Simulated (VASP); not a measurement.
# KI (R-3m) in VASP: notebook

One crystal, KI, is run at these levels: HSE06, PBE; tasks: single point.

All numbers are computed with VASP 6.6.1; they aren't measurements. Logs are shortened: lines on timing, memory, paths and dates and some standing lists are left out, and cuts for length are marked.

**1. The cell of the first run**

Symmetry: R-3m, No. 166, trigonal system. The conventional cell has a = 6.327 Å, b = 6.327 Å, c = 7.156 Å, α = 90.00°, β = 90.00°, γ = 120.00°. Around K (site symmetry -3m) lie 8 I at 3.58 to 3.84 Å. I (site symmetry -3m) has 8 K at 3.58 to 3.84 Å as nearest neighbours.

The cell was built by a generator and needn't be a form met in nature.

**2. Single point, HSE06 (epitaxial_111 strain +4.3%)**

Input file POSCAR:

```
KI
1.0
    4.3598765083     -0.1142867907     -0.1142867907
   -0.1142867907      4.3598765083     -0.1142867907
   -0.1142867907     -0.1142867907      4.3598765083
K I
1 1
Direct
    0.0000000000      0.0000000000      0.0000000000
    0.5000000000      0.5000000000      0.5000000000
```

Input file INCAR.step1:

```
  PREC = Accurate
  ENCUT = 520
  EDIFF = 1E-5
  ISMEAR = 0
  SIGMA = 0.01
  LREAL = F
  LASPH = T
  NELM = 100
  ALGO = Normal
  ISIF = 2
  LWAVE = T
  NBANDS = 15
  GGA = PE
```

Input file INCAR.step2:

```
  PREC = Accurate
  ENCUT = 520
  EDIFF = 1E-7
  ISMEAR = 0
  SIGMA = 0.01
  LREAL = F
  LASPH = T
  NELM = 100
  ALGO = Normal
  ISIF = 2
  LWAVE = F
  LCHARG = T
  GGA = PE
  LHFCALC = T
  HFSCREEN = 0.2079
  PRECFOCK = Normal
  LELF = T
  LVHAR = T
  NBANDS = 15
  ISTART = 1
```

Input file KPOINTS:

```
regular mesh
0
Gamma
  4 4 4
```

Potentials or basis: VASP PAW PBE potentials, release 64 (K_sv, I).

Launch:

```
> cat potpaw_PBE.64/K_sv/POTCAR potpaw_PBE.64/I/POTCAR > POTCAR
> cp INCAR.step1 INCAR
> mpirun -np 1 vasp_std > vasp.out
> cp INCAR.step2 INCAR
> mpirun -np 1 vasp_std > vasp.out
```

OUTCAR:

```text
PREC = Accurate
   ENCUT = 520
   EDIFF = 1E-7
   ISMEAR = 0
   LREAL = F
   LASPH = T
   NELM = 100
   ISIF = 2
   GGA = PE
   LHFCALC = T
   HFSCREEN = 0.2079
   PRECFOCK = Normal
   ISTART = 1

 ion  position               nearest neighbor table
   1  0.000  0.000  0.000-   2 3.58   2 3.58
   2  0.500  0.500  0.500-   1 3.58   1 3.58

  LATTYP: Found a trigonal (rhomboedric) cell.
 ALAT       =     4.3628713147
 COS(alpha) =    -0.0516684740

  Lattice vectors:

 A1 = (   4.3598765083,  -0.1142867907,  -0.1142867907)
 A2 = (  -0.1142867907,   4.3598765083,  -0.1142867907)
 A3 = (  -0.1142867907,  -0.1142867907,   4.3598765083)

Analysis of symmetry for initial positions (statically):
=====================================================================
 Subroutine PRICEL returns:
 Original cell was already a primitive cell.

 Routine SETGRP: Setting up the symmetry group for a
 trigonal (rhombohedral) supercell.

 Subroutine GETGRP returns: Found 12 space group operations
 (whereof 12 operations were pure point group operations)
 out of a pool of 12 trial point group operations.

The static configuration has the point symmetry D_3d.

Analysis of symmetry for dynamics (positions and initial velocities):
=====================================================================
 Subroutine PRICEL returns:
 Original cell was already a primitive cell.

 Routine SETGRP: Setting up the symmetry group for a
 trigonal (rhombohedral) supercell.

 Subroutine GETGRP returns: Found 12 space group operations
 (whereof 12 operations were pure point group operations)
 out of a pool of 12 trial point group operations.

The dynamic configuration has the point symmetry D_3d.

 Subroutine INISYM returns: Found 12 space group operations
 (whereof 12 operations are pure point group operations),
 and found     1 'primitive' translations

----------------------------------------------------------------------------------------

                                     Primitive cell

  volume of cell :      82.7010

  direct lattice vectors                    reciprocal lattice vectors
     4.359876508 -0.114286791 -0.114286791     0.229688447  0.006182970  0.006182970
    -0.114286791  4.359876508 -0.114286791     0.006182970  0.229688447  0.006182970
    -0.114286791 -0.114286791  4.359876508     0.006182970  0.006182970  0.229688447

  length of vectors
     4.362871315  4.362871315  4.362871315     0.229854826  0.229854826  0.229854826

  position of ions in fractional coordinates (direct lattice)
     0.000000000  0.000000000  0.000000000
     0.500000000  0.500000000  0.500000000

  ion indices of the primitive-cell ions
   primitive index   ion index
                 1           1
                 2           2

----------------------------------------------------------------------------------------

 KPOINTS: regular mesh

Automatic generation of k-mesh.
 Grid dimensions read from file:
 generate k-points for:    4    4    4

 Generating k-lattice:

  Cartesian coordinates                     Fractional coordinates (reciprocal lattice)
     0.057422112  0.001545743  0.001545743     0.250000000  0.000000000  0.000000000
     0.001545743  0.057422112  0.001545743     0.000000000  0.250000000  0.000000000
     0.001545743  0.001545743  0.057422112     0.000000000  0.000000000  0.250000000

  Length of vectors
     0.057463706  0.057463706  0.057463706

  Shift w.r.t. Gamma in fractional coordinates (k-lattice)
     0.000000000  0.000000000  0.000000000

 Subroutine IBZKPT returns following result:
 ===========================================

 Found     13 irreducible k-points:

 Following reciprocal coordinates:
            Coordinates               Weight
  0.000000  0.000000  0.000000      1.000000
  0.250000 -0.000000 -0.000000      6.000000
  0.500000 -0.000000 -0.000000      3.000000
  0.250000  0.250000  0.000000      6.000000
  0.500000  0.250000 -0.000000     12.000000
 -0.250000  0.250000  0.000000      6.000000
  0.500000  0.500000  0.000000      3.000000
  0.250000  0.250000  0.250000      2.000000
  0.500000  0.250000  0.250000      6.000000
 -0.250000  0.250000  0.250000      6.000000
  0.500000  0.500000  0.250000      6.000000
 -0.250000  0.500000  0.250000      6.000000
  0.500000  0.500000  0.500000      1.000000
   k-points           NKPTS =     13   k-points in BZ     NKDIM =     64   number of bands    NBANDS=     15
   number of dos      NEDOS =    301   number of ions     NIONS =      2
   total plane-waves  NPLWV =  32768
   dimension x,y,z NGX =    32 NGY =   32 NGZ =   32
   dimension x,y,z NGXF=    64 NGYF=   64 NGZF=   64
   ions per type =               1   1
   NGX,Y,Z   is equivalent  to a cutoff of  12.19, 12.19, 12.19 a.u.
   NGXF,Y,Z  is equivalent  to a cutoff of  24.39, 24.39, 24.39 a.u.
 SYSTEM =  unknown system
   PREC   = accura    normal or accurate (medium, high low for compatibility)
   ISTART =      1    job   : 0-new  1-cont  2-samecut
   ICHARG =      0    charge: 1-file 2-atom 10-const
   ISPIN  =      1    spin polarized calculation?
   LNONCOLLINEAR =      F non collinear calculations
   LSORBIT =      F    spin-orbit coupling
   LASPH  =      T    aspherical Exc in radial PAW
   ENCUT  =  520.0 eV  38.22 Ry    6.18 a.u.   8.11  8.11  8.11*2*pi/ulx,y,z
   NELM   =    100;   NELMIN=  2; NELMDL=  0     # of ELM steps
   EDIFF  = 0.1E-06   stopping-criterion for ELM
   LREAL  =      F    real-space projection
   EDIFFG = 0.1E-05   stopping-criterion for IOM
   NSW    =      0    number of steps for IOM
   IBRION =     -1    ionic relax: 0-MD 1-quasi-New 2-CG
   NFREE  =      0    steps in history (QN), initial steepest desc. (CG)
   ISIF   =      2    stress and relaxation
   ISYM   =      3    0-nonsym 1-usesym 2-fastsym
   POTIM  = 0.5000    time-step for ionic-motion
   TEBEG  =    0.0;   TEEND  =   0.0 temperature during run
   PSTRESS=    0.0 pullay stress
   NELECT =      16.0000    total number of electrons
   NUPDOWN=      -1.0000    fix difference up-down
   EMIN   =  10.00;   EMAX   =-10.00  energy-range for DOS
   EFERMI =   0.00;   METHOD = LEGACY
   ISMEAR =     0;   SIGMA  =   0.01  broadening in eV -4-tet -1-fermi 0-gaus
   EFERMI_NEDOS =   21; number of points for ismear=-14 and -15
   IALGO  =     38    algorithm
   IMIX   =      1    mixing-type and parameters
     AMIX     =   0.40;   BMIX     =  1.00
     AMIX_MAG =   1.60;   BMIX_MAG =  1.00
  volume/ion in A,a.u.               =      41.35       279.05
  Fermi-wavevector in a.u.,A,eV,Ry     =   0.946843  1.789274 12.197779  0.896511
  Thomas-Fermi vector in A             =   2.074879
   LORBIT       =      0    0 simple, 1 ext, 2 COOP (PROOUT), +10 PAW based schemes
   GGA     = PE    functional components
   LHFCALC =     T    Hartree Fock is set to
   PRECFOCK=normal    Normal, Fast or Accurate (Low or Medium for compatibility)
   ENCUT4O =  -1.0   cutoff for four orbital integrals eV
   NKREDX  =     1    reduce k-point grid by
   NKREDY  =     1    reduce k-point grid by
   NKREDZ  =     1    reduce k-point grid by
   AEXX    =    0.2500 exact exchange contribution
   HFSCREEN=    0.2079 screening length (either q_TF or 0.3 A-1)
   HFSCREENC=   0.2079 screening length for correlation (either q_TF or 0.3 A-1)
   ENCUTFOCK=  -1.0 apply spherical cutoff to Coloumb kernel
   IVDW    =     0    specifies the selected vdW correction
   LEPSILON=     F    determine dielectric tensor
   LRPA    =     F    only Hartree local field effects (RPA)
 non-spin polarized calculation
 Gauss-broadening in eV      SIGMA  =   0.01
  energy-cutoff  :      520.00
  volume of cell :       82.70
 maximum number of plane-waves:      2244
  NGX = 28; NGY = 28; NGZ = 28

 number of electron      16.0000003 magnetization

 Free energy of the ion-electron system (eV)
  ---------------------------------------------------
  ext. energy  EPLUGINS =         0.00000000
  ---------------------------------------------------
  free energy    TOTEN  =        -6.24945796 eV

  energy without entropy =       -6.24945796  energy(sigma->0) =       -6.24945796

 E-fermi :  -0.0493     XC(G=0):  -6.3128

 val. band max:       -0.1020314733   @ k =   0.5000   0.5000   0.0000
 cond. band min:       4.1018678982   @ k =   0.0000   0.0000   0.0000
 fundamental gap:      4.2038993715
 Fermi energy:        -0.0493277967

 k-point     1 :       0.0000    0.0000    0.0000
  band No.  band energies     occupation
      1     -31.8874      2.00000
      2     -13.9881      2.00000
      3     -13.9881      2.00000
      4     -13.9858      2.00000
      5     -12.0719      2.00000
      6      -0.5462      2.00000
      7      -0.4023      2.00000
      8      -0.4023      2.00000
      9       4.1019      0.00000
     10       5.8071      0.00000
     11       5.8071      0.00000
     12       9.3801      0.00000
     13       9.7231      0.00000
     14       9.7231      0.00000
     15      11.8312      0.00000

 k-point     2 :       0.2500   -0.0000   -0.0000
  band No.  band energies     occupation
      1     -31.8855      2.00000
      2     -14.0609      2.00000
      3     -13.9838      2.00000
      4     -13.9820      2.00000
      5     -11.9250      2.00000
      6      -1.5520      2.00000
      7      -0.4775      2.00000
      8      -0.3432      2.00000
      9       5.1452      0.00000
     10       6.2757      0.00000
     11       7.0669      0.00000
     12       9.3077      0.00000
     13       9.4300      0.00000
     14       9.9260      0.00000
     15      10.0646      0.00000
[... 167 lines left out ...]
      3     -14.0170      2.00000
      4     -14.0077      2.00000
      5     -11.6877      2.00000
      6      -1.9602      2.00000
      7      -1.1562      2.00000
      8      -1.0372      2.00000
      9       6.0874      0.00000
     10       6.8597      0.00000
     11       7.6335      0.00000
     12       8.0062      0.00000
     13       9.3451      0.00000
     14      10.1266      0.00000
     15      10.9090      0.00000

 k-point    13 :       0.5000    0.5000    0.5000
  band No.  band energies     occupation
      1     -31.8765      2.00000
      2     -14.0464      2.00000
      3     -14.0464      2.00000
      4     -14.0331      2.00000
      5     -11.5512      2.00000
      6      -1.7391      2.00000
      7      -1.7391      2.00000
      8      -1.6900      2.00000
      9       6.3073      0.00000
     10       6.3073      0.00000
     11       6.9324      0.00000
     12       9.8689      0.00000
     13       9.8689      0.00000
     14       9.9863      0.00000
     15      10.6490      0.00000

------------------------ aborting loop because EDIFF is reached ----------------------------------------

  FORCE on cell =-STRESS in cart. coord.  units (eV):
  Direction    XX          YY          ZZ          XY          YZ          ZX
  --------------------------------------------------------------------------------------
  -------------------------------------------------------------------------------------
  Total       -0.0879756     -0.0879756     -0.0879756      0.1071578      0.1071578      0.1071578
  in kB       -1.7043624     -1.7043624     -1.7043624      2.0759833      2.0759833      2.0759833
  external PRESSURE =      -1.7043624 kB  Pullay stress =       0.0000000 kB

 VOLUME and BASIS-vectors are now :
 -----------------------------------------------------------------------------
  energy-cutoff  :      520.00
  volume of cell :       82.70
      direct lattice vectors                 reciprocal lattice vectors
     4.359876508 -0.114286791 -0.114286791     0.229688447  0.006182970  0.006182970
    -0.114286791  4.359876508 -0.114286791     0.006182970  0.229688447  0.006182970
    -0.114286791 -0.114286791  4.359876508     0.006182970  0.006182970  0.229688447

 POSITION                                       TOTAL-FORCE (eV/Angst)
 -----------------------------------------------------------------------------------
      0.00000      0.00000      0.00000        -0.000000      0.000000      0.000000
      2.06565      2.06565      2.06565         0.000000     -0.000000      0.000000
 -----------------------------------------------------------------------------------
    total drift:                               -0.000000     -0.000000     -0.000000

  FREE ENERGIE OF THE ION-ELECTRON SYSTEM (eV)
  ---------------------------------------------------
  free  energy   TOTEN  =        -6.2494579630 eV

  energy  without entropy=       -6.2494579630  energy(sigma->0) =       -6.24945796
```

It took 12 min on 1 thread of Intel Xeon Platinum 8375C at 2.90GHz (Ice Lake), shared host; peak memory 0.3 GiB.

What came out:

| Item | Value |
| --- | --- |
| Free energy | -6.2495 eV |
| Pressure | -0.2 GPa |
| Band gap on the k mesh | 4.20 eV, indirect (least direct gap 4.50 eV) |

Stress tensor (GPa, compression positive):
```
-0.17  0.21  0.21
 0.21 -0.17  0.21
 0.21  0.21 -0.17
```

Levels at points of the mesh, in eV from the valence-band top:
| k point | band 5 | band 6 | band 7 | band 8 | band 9 | band 10 | band 11 | band 12 |
| --- | --- | --- | --- | --- | --- | --- | --- | --- |
| (0.00, 0.00, 0.00) | -11.97 | -0.44 | -0.30 | -0.30 | 4.20 | 5.91 | 5.91 | 9.48 |
| (0.50, 0.00, 0.00) | -11.68 | -2.25 | -0.36 | -0.18 | 6.35 | 7.48 | 7.95 | 8.09 |
| (0.50, 0.50, 0.00) | -11.63 | -1.75 | -1.64 | 0.00 | 4.95 | 6.76 | 8.04 | 8.12 |
| (0.50, 0.50, 0.50) | -11.45 | -1.64 | -1.64 | -1.59 | 6.41 | 6.41 | 7.03 | 9.97 |

Caveat: the PAW data sets were made with another functional, which shifts forces and pressure a little; spin-orbit coupling is left out, which moves the levels of the heavy elements.

**3. Single point, PBE (uniaxial_x strain -1.5%)**

Input file INCAR:

```
  PREC = Accurate
  ENCUT = 520
  EDIFF = 1E-7
  ISMEAR = -1
  SIGMA = 0.02
  LREAL = False
  LASPH = True
  NELM = 100
  ALGO = Fast
  ISIF = 2
  LWAVE = False
  LCHARG = False
  GGA = PE
  NBANDS = 15
```

Input file KPOINTS:

```
Automatic mesh
0
Gamma
  6 6 6
```

Input file POSCAR:

```
KI
1.0
    4.2278633341      0.0000000000      0.0000000000
    0.0000000000      4.2909401544      0.0000000000
    0.0000000000      0.0000000000      4.2909401544
K I
1 1
Direct
    0.0000000000      0.0000000000      0.0000000000
    0.5000000000      0.5000000000      0.5000000000
```

Potentials or basis: VASP PAW PBE potentials, release 64 (K_sv, I).

Launch:

```
> cat potpaw_PBE.64/K_sv/POTCAR potpaw_PBE.64/I/POTCAR > POTCAR
> mpirun -np 1 vasp_std > vasp.out
```

Run time: 27 s. Hardware: 1 thread of Intel Xeon Platinum 8375C at 2.90GHz (Ice Lake), shared host; peak memory 0.2 GiB.

Results (log left out):

| Quantity | Value |
| --- | --- |
| Free energy | -5.4151 eV |
| Pressure | 0.7 GPa |
| Band gap on the k mesh | 3.31 eV, indirect (least direct gap 3.66 eV) |

Stress tensor (GPa, compression positive):
```
1.04 0.00 0.00
0.00 0.58 0.00
0.00 0.00 0.58
```

Levels at points of the mesh, in eV from the valence-band top:
| k point | band 6 | band 7 | band 8 | band 9 | band 10 | band 11 |
| --- | --- | --- | --- | --- | --- | --- |
| (0.00, 0.00, 0.00) | -0.46 | -0.46 | -0.35 | 3.31 | 4.65 | 4.72 |
| (0.50, 0.00, 0.00) | -2.40 | -0.37 | -0.37 | 5.46 | 6.13 | 6.98 |
| (0.00, 0.50, 0.00) | -2.40 | -0.39 | -0.28 | 5.47 | 6.10 | 6.99 |
| (0.50, 0.50, 0.00) | -1.83 | -1.78 | -0.08 | 3.86 | 5.61 | 6.68 |
| (0.00, 0.50, 0.50) | -1.81 | -1.81 | 0.00 | 3.83 | 5.72 | 6.82 |
| (0.50, 0.50, 0.50) | -1.78 | -1.74 | -1.74 | 5.58 | 5.58 | 5.60 |

Caveat: spin-orbit coupling is left out, which moves the levels of the heavy elements. A k mesh can miss the band edges.
